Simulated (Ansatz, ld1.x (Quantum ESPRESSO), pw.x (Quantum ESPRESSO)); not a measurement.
# Bi: does the RRKJ potential hold in the solid?

```
Element                 : Bi (Z = 83)
Generator               : ld1.x (Quantum ESPRESSO) 7.5
Type                    : norm-conserving RRKJ (Kleinman–Bylander form)
Functional              : PBE
Relativity              : scalar-relativistic
Frozen core             : [Xe] 4f14
Valence charge          : 15
Reference configuration : 5d10 6s2 6p2 (charge +1)
Partial waves           : 6s (bound): rc 1.65 bohr; 5d (bound): rc 1.40 bohr; 6p (bound): rc 2.20 bohr
Local potential         : the p channel
Core correction         : a·sin(br)/r model core inside 1.40 bohr
```

Atomic tests: cutoffs needed: 90 Ry and 140 Ry (the cutoffs (Ry, on a coarse ladder) from which the occupation-weighted sum of valence levels, in a spherical-Bessel basis at the reference potential, stays within 10 and 1 mRy of its value at 400 Ry); ghost test: no extra level below or beside the all-electron valence levels (s, d, p, f tested) (spherical-Bessel basis up to 400 Ry, 20 bohr box); largest excitation error: -67 meV (all-electron minus pseudo) for 5d10 6s1 6p0, out of 7 test configurations.

Crystal test: bcc Bi in pw.x 7.5, no spin, 12³ k-points, Fermi–Dirac smearing 0.01 Ry, cutoffs 170/680 Ry. The lattice is a test structure that the element need not adopt, and mesh and smearing are coarse.

pw.x input:

```
&control
  calculation='scf', prefix='x', pseudo_dir='./', outdir='./tmp', tstress=.true., disk_io='none'
/
&system
  ibrav=0, nat=1, ntyp=1, ecutwfc=170, ecutrho=680, nbnd=15,
  occupations='smearing', smearing='fd', degauss=0.01
/
&electrons
  conv_thr=1e-09, mixing_beta=0.4, electron_maxstep=70
/
ATOMIC_SPECIES
Bi 1.0 Bi.UPF
CELL_PARAMETERS angstrom
  -1.99320611 1.99320611 1.99320611
  1.99320611 -1.99320611 1.99320611
  1.99320611 1.99320611 -1.99320611
ATOMIC_POSITIONS crystal
Bi 0.0000 0.0000 0.0000
K_POINTS automatic
12 12 12 0 0 0
```

```bash
pw.x < Bi.scf.in > Bi.scf.out
```

How does the run end?

It converges; the pressure is 1.45 GPa against -0.19 GPa from all-electron LAPW. This is a poor potential for the solid. The log shows:

```
     charge density cutoff     =     680.0000  Ry
     scf convergence threshold =      1.0E-09
     Exchange-correlation= PBE
     number of k points=    72  Fermi-Dirac smearing, width (Ry)=  0.0100
     iteration #  1     ecut=   170.00 Ry     beta= 0.40
     total energy              =    -147.43505992 Ry
     estimated scf accuracy    <       0.61689383 Ry
     iteration #  2     ecut=   170.00 Ry     beta= 0.40
     total energy              =    -147.44552023 Ry
     estimated scf accuracy    <       0.06988855 Ry
     iteration #  3     ecut=   170.00 Ry     beta= 0.40
     total energy              =    -147.45929794 Ry
     estimated scf accuracy    <       0.00055785 Ry
     iteration #  4     ecut=   170.00 Ry     beta= 0.40
     total energy              =    -147.45931675 Ry
     estimated scf accuracy    <       0.00003684 Ry
     iteration #  5     ecut=   170.00 Ry     beta= 0.40
     total energy              =    -147.45932037 Ry
     estimated scf accuracy    <       0.00000415 Ry
     iteration #  6     ecut=   170.00 Ry     beta= 0.40
     total energy              =    -147.45932068 Ry
     estimated scf accuracy    <       0.00000003 Ry
     iteration #  7     ecut=   170.00 Ry     beta= 0.40
     total energy              =    -147.45932069 Ry
     estimated scf accuracy    <          7.0E-09 Ry
     iteration #  8     ecut=   170.00 Ry     beta= 0.40
     the Fermi energy is    11.6732 ev
!    total energy              =    -147.45932069 Ry
     estimated scf accuracy    <          1.4E-10 Ry
     smearing contrib. (-TS)   =      -0.00271403 Ry
     The total energy is F=E-TS. E is the sum of the following terms:
     one-electron contribution =     -45.62616580 Ry
     hartree contribution      =      31.26570170 Ry
     xc contribution           =     -24.40069348 Ry
     ewald contribution        =    -108.69544909 Ry
     convergence has been achieved in   8 iterations
          total   stress  (Ry/bohr**3)                   (kbar)     P=       14.52
     Message from routine punch:
     Nothing written, as per user request (disk_io='none')
```
